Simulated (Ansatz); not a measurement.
The system is Sb.

```xyz
2
Lattice="2.1542 1.2437 3.7580 -2.1542 1.2437 3.7580 0.0000 -2.4875 3.7580" Properties=species:S:1:pos:R:3 pbc="T T T"
Sb    0.0000    0.0000    8.6416
Sb    0.0000    0.0000    2.6324
```

```yaml
Program: Ansatz 0.2.0
Task: relaxation of cell and atoms
Functional: r2SCAN
Potentials_or_basis: Ansatz PAW
Cutoff: "500 eV (not typed: the program's choice for these potentials)"
k_mesh: 8 × 8 × 8
Occupations: fermi-dirac, width 0.05 eV
Spin: no spin polarisation
```

At the start: volume 30.21 Å³/atom.

**Question.** Where does the relaxation end?

**Answer.** It ends after 7 steps and the volume is 31.70 Å³/atom (+5.0 %); space group R-3m (No. 166, to 0.05 Å).

Step by step:
```csv
step,energy change (eV),largest force (eV/Å),volume (Å³)
1,0.0000,0.0063,60.41
2,-0.0077,0.1140,63.66
3,-0.0123,0.0427,62.83
4,-0.0140,0.0017,63.17
5,-0.0140,0.0159,63.36
6,-0.0140,0.0012,63.41
7,-0.0142,0.0013,63.41
```

Final structure:
```xyz
2
Lattice="2.1696 1.2526 3.8888 -2.1696 1.2526 3.8888 0.0000 -2.5052 3.8888" Properties=species:S:1:pos:R:3 pbc="T T T"
Sb    0.0000    0.0000    8.9725
Sb    0.0000    0.0000    2.6939
```

Caveat: the plane-wave basis is chosen anew once the cell has moved, so the energies of steps on either side of that aren't comparable; the PAW data sets come from PBE, with cores solved anew for the run's functional, which leaves a small shift of forces and pressure.
